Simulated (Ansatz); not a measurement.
**Pb: relaxation of cell and atoms with PBEsol**

Crystal: Pb.

```
CELL_PARAMETERS angstrom
3.48000 0.00000 0.00000
-1.74000 3.01377 0.00000
0.00000 0.00000 5.59000
ATOMIC_POSITIONS crystal
Pb 0.66667 0.33333 0.75000
Pb 0.33333 0.66667 0.25000
```

This isn't the form of Pb at room conditions, which is fcc.

| Quantity | Value |
| --- | --- |
| Program | Ansatz 0.2.0 |
| Task | relaxation of cell and atoms |
| Functional | PBEsol |
| Potentials or basis | Ansatz PAW |
| Cutoff | 420 eV (not typed: the program's choice for these potentials) |
| k mesh | 9 × 9 × 5 |
| Occupations | fermi-dirac, width 0.05 eV |
| Spin | no spin polarisation |

The relaxed volume is 29.81 Å³/atom and the relaxed cell is a = 3.431 Å, b = 3.431 Å, c = 5.847 Å, α = 90.00°, β = 90.00°, γ = 120.00°. The space group after relaxing (to 0.05 Å) is P6_3/mmc (No. 194). The energy gained by relaxing is 15.4 meV/atom and the ionic steps are 5. The pressure after relaxing is 0.0 GPa and the band gap on the k mesh is none (metal or under the smearing width).

Step by step:
```tsv
step	energy change (eV)	largest force (eV/Å)	volume (Å³)
1	0.0000	0.0000	58.63
2	-0.0282	0.0000	60.13
3	-0.0306	0.0000	59.50
4	-0.0306	0.0000	59.62
5	-0.0307	0.0000	59.62
```

Final structure:
```
Pb
1.0
     3.43136    0.00000    0.00000
    -1.71568    2.97165    0.00000
     0.00000    0.00000    5.84656
Pb
2
Direct
  0.66667 0.33333 0.75000
  0.33333 0.66667 0.25000
```

Levels at points of the mesh, in eV from the Fermi level:
| k point | band 12 | band 13 | band 14 | band 15 | band 16 | band 17 |
| --- | --- | --- | --- | --- | --- | --- |
| (0.00, 0.00, 0.00) | -8.40 | -4.27 | 6.27 | 6.27 | 6.96 | 7.94 |

Wall time 4.4 s on 2 threads of Arm Neoverse V2 (shared host), peak memory 0.34 GiB.

Caveat: the plane-wave basis is chosen anew once the cell has moved, so the energies of steps on either side of that aren't comparable; the PAW data sets come from PBE, with cores solved anew for the run's functional, which leaves a small shift of forces and pressure. The run has no spin-orbit coupling, so splittings on Pb are missing.
